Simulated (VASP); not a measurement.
GaAs, 2 atoms in the cell. It takes space group F-43m (No. 216, cubic). The conventional cell has a = 5.677 Å, b = 5.677 Å, c = 5.677 Å, α = 90.00°, β = 90.00°, γ = 90.00°. Ga (site symmetry -43m) has 4 As at 2.46 Å as nearest neighbours. Around As (site symmetry -43m) lie 4 Ga at 2.46 Å.  The cell isn't the ideal one: In replaced by Ga, lengths x 0.954, strained and moved within the space group.

```yaml
Program: VASP 6.6.1
Task: single point
Functional: PBE
Potentials_or_basis: VASP PAW PBE potentials, release 64 (Ga_d, As)
Cutoff: 520 eV
k_mesh: 12 × 12 × 12
Occupations: gaussian, width 0.02 eV
Spin: no spin polarisation
Dipole_correction: no
Further_INCAR_settings: ALGO = Fast; EDIFF = 1e-07; NBANDS = 16
```

Potentials or basis: VASP PAW PBE potentials, release 64 (Ga_d, As).

Run with:

```sh
$ cat potpaw_PBE.64/Ga_d/POTCAR potpaw_PBE.64/As/POTCAR > POTCAR
$ mpirun -np 1 vasp_std > vasp.out
```

Hardware: 1 thread of AMD EPYC 9R14 (Zen 4) (shared host).

Task: How long does it take, and how much memory?

Result: Wall time 36 s on 1 thread of AMD EPYC 9R14 (Zen 4), with other jobs on the host, peak memory 0.17 GiB. Counts: scf iterations 14, k points 72.
